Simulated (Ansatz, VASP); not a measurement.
This is a calculation of MoS2 for Ansatz 0.2.0.

Contents of input.yaml:

```yaml
crystal:
  lattice:
    - [3.141092076, 0.0, 0.0]
    - [-1.570546038, 2.7202655334, 0.0]
    - [0.0, 0.0, 17.1003198802]
  atoms:
    - { symbol: Mo, position: [0.0, 0.0, 0.0] }
    - { symbol: S, position: [0.3333333333, 0.6666666667, 0.91050702] }
    - { symbol: S, position: [0.3333333333, 0.6666666667, 0.08949298] }
hamiltonian:
  xc: lda
  pseudopotentials: { kind: paw }
kpoints:
  mp_grid: { grid: [10, 10, 2] }
scf:
  occupations: { method: fermi_dirac, width: 0.05 }
output:
  forces: true
  stress: true
  eigenvalues: true
```

Potentials or basis: Ansatz PAW.

Launch:

```sh
$ ansatz run input.yaml --threads 2 --pin off --max-ram 5632MiB --backend cpu --events-out ev --progress --plain --runs-dir out
```

Q: Translate it to VASP 6.6.1. Potentials there: VASP PAW LDA potentials, release 64 (Mo_sv, S).

A: As run (the cutoff follows the program's own potentials):

Contents of INCAR:

```
PREC = Accurate
ENCUT = 520
EDIFF = 1E-7
ISMEAR = -1
SIGMA = 0.05
LREAL = F
LASPH = T
NELM = 80
ALGO = Normal
ISIF = 2
LWAVE = F
LCHARG = F
NBANDS = 20
```

The input KPOINTS:

```
regular mesh
0
Gamma
  10 10 2
```

The input POSCAR:

```
MoS2
1.0
    3.1410920760      0.0000000000      0.0000000000
   -1.5705460380      2.7202655334      0.0000000000
    0.0000000000      0.0000000000     17.1003198802
Mo S
1 2
Direct
    0.0000000000      0.0000000000      0.0000000000
    0.3333333333      0.6666666667      0.9105070200
    0.3333333333      0.6666666667      0.0894929800
```

Potentials or basis: VASP PAW LDA potentials, release 64 (Mo_sv, S).

Run with:

```sh
$ cat potpaw_LDA.64/Mo_sv/POTCAR potpaw_LDA.64/S/POTCAR > POTCAR
$ mpirun -np 1 vasp_std > vasp.out
```

Both were run:

|  | VASP | Ansatz | Ansatz less VASP |
| --- | --- | --- | --- |
| gap on the k mesh at the Fermi level (eV) | 1.85 | 1.84 | -0.013 |
| least direct gap on the mesh (eV) | 2.04 | 2.04 | -0.007 |
| rms of the force components (eV/Å) | 0.151 | 0.144 | -0.0075 |

Atom by atom the forces differ by 0.007 eV/Å (rms over components).

Caveats: the PAW data sets come from PBE, with cores solved anew for the run's functional, which leaves a small shift of forces and pressure (Ansatz).
